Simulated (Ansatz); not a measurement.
PbO2:

```
Pb O
1.0
     0.00000    2.70199    2.70199
     2.70199    0.00000    2.70199
     2.70199    2.70199    0.00000
Pb O
1 2
Cartesian
  0.0000 0.0000 0.0000
  4.0530 4.0530 4.0530
  1.3510 1.3510 1.3510
```

The cell comes from a database or a generator and needn't be the stable form of this composition.

Base run:

```yaml
Program: Ansatz 0.2.0
Functional: PBEsol
Potentials_or_basis: Ansatz PAW
Cutoff: "420 eV (not typed: the program's choice for these potentials)"
k_mesh: 9 × 9 × 9
Occupations: fermi-dirac, width 0.05 eV
Spin: no spin polarisation
```

Its results: band gap on the k mesh none (metal or under the smearing width); pressure -5.7 GPa.

The run is repeated on the same cell with these changes: functional from PBEsol to RPBE. What comes out?

Band gap on the k mesh none (metal or under the smearing width); pressure 4.3 GPa.

RPBE binds less tightly than PBEsol, so the same cell stands under more pressure.

Caveats: spin-orbit coupling is left out, which moves the levels of the heavy elements; the PAW data sets come from PBE, with cores solved anew for the run's functional, which leaves a small shift of forces and pressure.
